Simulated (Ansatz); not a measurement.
# PtSe2 (Sudovikovite) (P-3m1) in Ansatz: further runs, part 2 of 2

Ansatz 0.2.0. The steps go on from the part before.

## Step 4: Projected density of states, PBEsol+U

input.yaml reads:

```yaml
crystal:
  lattice:
    - [3.724, 0.0, 0.0]
    - [-1.862, 3.2250786037, 0.0]
    - [0.0, 0.0, 5.062]
  atoms:
    - { symbol: Pt, position: [0.0, 0.0, 0.0] }
    - { symbol: Se, position: [0.6666666667, 0.3333333333, 0.75] }
    - { symbol: Se, position: [0.3333333333, 0.6666666667, 0.25] }
hamiltonian:
  xc: pbesol
  pseudopotentials: { kind: paw }
  hubbard: { sites: [{ species: Pt, l: d, u_eff: 2.0 }] }
kpoints:
  mp_grid: { grid: [8, 8, 5] }
scf:
  occupations: { method: fermi_dirac, width: 0.05 }
  n_extra_bands: 7
output:
  forces: true
  stress: true
  eigenvalues: true
  dos: { projected: true, de: 0.05, nscf_kmesh: { grid: [12, 12, 8] } }
```

Potentials or basis: Ansatz PAW.

On the command line:

```
> ansatz run input.yaml --threads 2 --pin off --max-ram 5632MiB --backend cpu --events-out ev --progress --plain --runs-dir out
```

The log of the run:

```text
Warning: RAYON_NUM_THREADS=2 ignored (pool sized by the plan → 2); use --threads N
Pt: projections on atomic orbitals take those of the free atom [Kr 4d10 4f14] 5s2 5p6 5d9 6s1, of charge +0.00 (hamiltonian.pseudopotentials.projection_atoms); the dataset's partial waves leave at most 9.1e-5 of an orbital's norm unspanned inside its sphere
Se: projections on atomic orbitals take those of the free atom [Ar] 3d10 4s2 4p4, of charge +0.00 (hamiltonian.pseudopotentials.projection_atoms); the dataset's partial waves leave at most 2.3e-6 of an orbital's norm unspanned inside its sphere
scf.n_extra_bands = 7 over 25 filled bands (N_el = 50.0): the run solves 32 bands
Engine: ansatz 0.2.0, x86_64-unknown-linux-gnu
Pseudopotentials: kind: paw
Pseudopotential: Pt, paw, valence charge 18, recommended cutoff 420 eV (normal), Pt.paw.azcp
Pseudopotential: Se, paw, valence charge 16, recommended cutoff 420 eV (normal), Se.paw.azcp
Functional definition: PBEsol
  exchange = pbesol_x
  correlation = pbesol_c
Crystal: 3 atoms, lattice volume = 60.796 Å³
Basis set: ecut = 420 eV, 1205 PW (Γ), exchange–correlation on 50×50×72 points (8 copies of the dense FFT grid, shifted against one another)
Bands: 32, of which v1, the nominal top of the filled ones, is band 25 counted from 1 (24 counted from 0)
Symmetry: 12 space group operations
Space group: P-3m1 (ITA 164), of the structure as read, at distance tolerance 3.9e-5 Å
k-points: 40 of 320
Non-local potential: Pt, projectors of the file, l = 0: 3, l = 1: 2, l = 2: 2, l = 3: 1
Non-local potential: Se, projectors of the file, l = 0: 2, l = 1: 2, l = 2: 3, l = 3: 1
PAW form: soft (Blöchl's): semilocal exchange-correlation on the pseudo side does not see the compensation charge
PAW frozen core: Pt, regenerated for the run's functional, and the local potential with it (the file was generated under x = pbe(κ = 0.804, μ = 0.2195149727645171), c = pbe(β = 0.06672455060314922))
PAW frozen core: Se, regenerated for the run's functional, and the local potential with it (the file was generated under x = pbe(κ = 0.804, μ = 0.2195149727645171), c = pbe(β = 0.06672455060314922))
PAW one-centre angular grid: Pt, 590 points (default); XC on 64 Gauss nodes
PAW one-centre angular grid: Se, 590 points (default); XC on 64 Gauss nodes
Initial density: superposition of atomic densities (chi_scale 0.1, normalization cell, long waves of neutral atoms under a Hubbard term (reshape's long-wave potential 0.01 eV rms, cloud 2.56 Å wide))
Initial wavefunctions: pseudopotential atomic-orbital guess
Functional: x = pbesol(κ = 0.804, μ = 0.12345679012345678), c = pbesol(β = 0.046)
iter 1 solved again at ethr=1.16e-3 eV; its pass at ethr=3.10e-3 eV (dr2=5.80e-1 eV) is discarded
SCF iter   1: F=—  HF=-23232.541470 eV  |F-HF|=—  |Δ(HF+E_count)|=         —  Δρ=4.53e-2  dr2=5.88e-1  ethr=1.16e-3  ⟨swp⟩=1.1  Hψ=6586  notcnv=0
preconditioner: auto → LDOS  [metal: Δε(μ)=0.065 eV  Ē_g=11.704 eV  σ=0.050 eV  W_gap=0.31  n_scr=22 (ndim 8)  ℏωp=22.3 eV  f_vac=0.017  D(μ)=0.97/eV (n_scr^D=2)  β→1.0]
SCF iter   2: F=—  HF=-23232.527247 eV  |F-HF|=—  |Δ(HF+E_count)|=   1.42e-2  Δρ=1.05e-2  dr2=3.46e-2  ethr=1.16e-3  ⟨swp⟩=2.5  Hψ=1936  notcnv=0
SCF iter   3: F=—  HF=-23232.522516 eV  |F-HF|=—  |Δ(HF+E_count)|=   4.73e-3  Δρ=2.56e-3  dr2=7.27e-3  ethr=6.92e-5  ⟨swp⟩=2.0  Hψ=2630  notcnv=0  defer=50
SCF iter   4: F=—  HF=-23232.518448 eV  |F-HF|=—  |Δ(HF+E_count)|=   4.07e-3  Δρ=1.06e-3  dr2=6.31e-4  ethr=1.45e-5  ⟨swp⟩=2.0  Hψ=2333  notcnv=0  defer=57
SCF iter   5: F=—  HF=-23232.518213 eV  |F-HF|=—  |Δ(HF+E_count)|=   2.35e-4  Δρ=2.24e-4  dr2=2.09e-5  ethr=1.26e-6  ⟨swp⟩=2.0  Hψ=2063  notcnv=0  defer=57
SCF iter   6: F=—  HF=-23232.518211 eV  |F-HF|=—  |Δ(HF+E_count)|=   1.93e-6  Δρ=7.64e-5  dr2=1.96e-6  ethr=4.17e-8  ⟨swp⟩=2.0  Hψ=2151  notcnv=0  defer=57
SCF iter   7: F=—  HF=-23232.518210 eV  |F-HF|=—  |Δ(HF+E_count)|=   1.01e-6  Δρ=1.93e-5  dr2=1.05e-7  ethr=3.91e-9  ⟨swp⟩=2.0  Hψ=2064  notcnv=0  defer=57
SCF iter   8: F=-23232.518210 eV  HF=-23232.518210 eV  |F-HF|=3.75e-10  |Δ(HF+E_count)|=   2.64e-8  Δρ=2.22e-6  dr2=1.97e-9  ethr=2.00e-10  ⟨swp⟩=8.1  Hψ=5459  notcnv=0
SCF 1 converged in 8 iterations: F = -23232.518210 eV  dr2 = 1.97e-9
NSCF: frozen V_eff on 131 k-points
SCF converged after 8 iterations
Free energy (F): -23232.518210 eV
Harris-Foulkes:  -23232.518210 eV  (|F-HF|=3.75e-10)
Internal energy: -23232.511554 eV  (E = F + TS)
E sigma→0 (E₀):  -23232.514882 eV
Entropy (-TS):   -0.006657 eV (-2.219 meV/atom)
Fermi energy:    13.107771 eV
--- Per-component energies (eV) ---
  E_band       = -971.130402
  E_kinetic    = 876.528247
  E_local      = -6802.958415  (includes V_loc(G=0)·N_el)
  E_nonlocal   = -980.343636
  E_hartree    = 3150.638404
  E_xc         = -467.728000
  E_vxc        = -499.605224  (∫ρ·V_xc dr)
  E_hubbard    = 0.916405  (on-site DFT+U / exact-exchange correction)
  E_vhub       = -6.951315  (the Hubbard potential's part of the band-sum identity)
  E_paw        = -13053.932077  (= ΣΔE_a)
  E_vpaw       = 140.920298  (= ΣTr[D̂ρ^β])
  E_aug_tail   = -0.001001  (compensation charges beyond the density's cutoff)
  E_ewald      = -5957.935364
  E_core_change = 2.303882  (= ΣΔE_core)
  E_smearing   = -0.006657  (= −TS)
  E_closure    = 0.000000  (closes the sum)
  Σ components = -23232.518210   (vs F -23232.518210, Δ=0.00e0)
--- Forces (eV/Å), atoms counted from 1 ---
  atom   1  Pt    -0.00000000    -0.00000000     0.00000000
  atom   2  Se     0.00000000    -0.00000000    -0.39072567
  atom   3  Se    -0.00000000     0.00000000     0.39072567
  max |Σ_I F_I| component: 3.47e-18 eV/Å
--- Stress (GPa, compression-positive) ---
        2.750773      -0.000000      -0.000000
       -0.000000       2.750773       0.000000
       -0.000000       0.000000       1.220566
  P = ⅓ Tr σ = 2.2407 GPa (22.407 kbar)
--- Band table (eV; the first three rows and the last of 40) ---
  k-point 0: bands = ["-86.1095", "-40.3451", "-40.3451", "-40.2472", "-35.4817", "-35.4817", "-35.4789", "-35.4789", "-35.4697", "-35.4697", "-35.4646", "-35.4646", "-35.4615", "-35.4612", "-2.5947", "0.2376", "5.6414", "6.3901", "6.3901", "8.4586", "8.4586", "10.1284", "12.0818", "12.0818", "13.5384", "14.5311", "14.5311", "16.6606", "17.2605", "20.4222", "20.4222", "24.8965"]
  k-point 1: bands = ["-86.1095", "-40.3451", "-40.3451", "-40.2472", "-35.4816", "-35.4816", "-35.4789", "-35.4789", "-35.4694", "-35.4694", "-35.4650", "-35.4650", "-35.4616", "-35.4611", "-2.4486", "-0.1149", "6.1300", "6.4080", "6.4080", "8.4447", "8.4447", "10.1368", "11.9119", "11.9119", "12.6737", "14.8288", "14.8288", "16.9748", "18.1188", "20.2903", "20.2903", "23.7711"]
  k-point 2: bands = ["-86.1095", "-40.3451", "-40.3451", "-40.2472", "-35.4814", "-35.4814", "-35.4790", "-35.4790", "-35.4687", "-35.4687", "-35.4658", "-35.4658", "-35.4617", "-35.4610", "-2.1068", "-0.7415", "6.4375", "6.4375", "7.0157", "8.4231", "8.4231", "10.1456", "11.4434", "11.6783", "11.6783", "15.3124", "15.3124", "17.7145", "19.2469", "19.9827", "19.9827", "22.2761"]
  k-point 39: bands = ["-86.1093", "-40.3537", "-40.3511", "-40.2466", "-35.4810", "-35.4807", "-35.4800", "-35.4791", "-35.4687", "-35.4672", "-35.4668", "-35.4664", "-35.4608", "-35.4608", "-0.6809", "-0.5292", "5.9967", "6.4918", "7.1688", "8.1242", "8.4340", "8.8172", "9.1666", "10.2025", "10.5227", "14.5718", "15.0867", "18.9882", "19.9616", "20.8176", "21.2106", "22.6304"]
Occupation matrices written to <dir>
```

Wall time 4.2 s (2 threads of Intel Xeon 6975P-C (Granite Rapids), shared host); peak memory 0.53 GiB.

What came out:

```
Free energy                          : -23232.5182 eV
Pressure                             : 2.2 GPa
Largest force                        : 0.391 eV/Å
Band gap on the k mesh               : none (metal or under the smearing width)
Density of states at the Fermi level : 0.26 states/eV per cell
```

Forces in eV/Å, atoms in the order of the input:
```
Pt   0.000  0.000  0.000
Se   0.000  0.000 -0.391
Se   0.000  0.000  0.391
```

States per cell in windows of 1 eV (zero at the Fermi level; states under -8 eV left out):
```csv
from (eV),total,Se 4p,Pt 5d,Pt 6s,Se 4s
-8.0,0.87,0.45,0.30,0.09,0.02
-7.0,3.48,1.49,1.83,0.09,0.05
-6.0,2.89,1.08,1.58,0.11,0.10
-5.0,3.12,0.69,2.28,0.04,0.08
-4.0,2.70,1.00,1.44,0.14,0.09
-3.0,2.38,1.59,0.68,0.02,0.04
-2.0,1.96,1.55,0.32,0.01,0.04
-1.0,0.55,0.45,0.07,0.00,0.01
0.0,1.31,0.79,0.40,0.01,0.06
1.0,2.48,1.71,0.63,0.02,0.04
2.0,0.25,0.18,0.06,0.00,0.00
3.0,0.00,0.00,0.00,0.00,0.00
4.0,1.19,0.27,0.02,0.36,0.03
5.0,1.47,0.24,0.02,0.36,0.04
6.0,1.22,0.07,0.01,0.13,0.02
7.0,1.92,0.05,0.01,0.06,0.01
```

Eigenvalues of the final occupation matrices:
| site | spin | trace | eigenvalues |
| --- | --- | --- | --- |
| site 1 | 1 | 4.39 | 0.73 0.73 0.98 0.98 0.98 |

Caveat: U without spin polarisation on a metal has little footing; the PAW data sets come from PBE, with cores solved anew for the run's functional, which leaves a small shift of forces and pressure. Spin-orbit coupling is left out, which matters for the levels of Pt.

## Step 5: Overview

```tsv
level	U	hubbard projectors	double counting	gap on the mesh (eV)	pressure (GPa)	largest force (eV/Å)
PBEsol	-	-	-	none	2.1	0.34
PBEsol+U	Pt d U = 1 eV	ortho-atomic (the default)	fll (the default)	none	2.2	0.36
PBEsol+U	Pt d U = 2 eV	ortho-atomic (the default)	fll (the default)	none	2.2	0.39
```

Alike in all rows: task projected density of states; potentials or basis Ansatz PAW; no spin polarisation; cell as given; k mesh 8 × 8 × 5; cutoff (eV) 420; smearing fermi-dirac 0.05 eV.

Every run on the cell as given and a fine mesh finds a metal.

Caveats: the PAW data sets come from PBE, with cores solved anew for the run's functional, which leaves a small shift of forces and pressure; U without spin polarisation on a metal has little footing (some runs).

Total energies depend on the potentials used, so only differences within one code and one set of settings carry meaning.
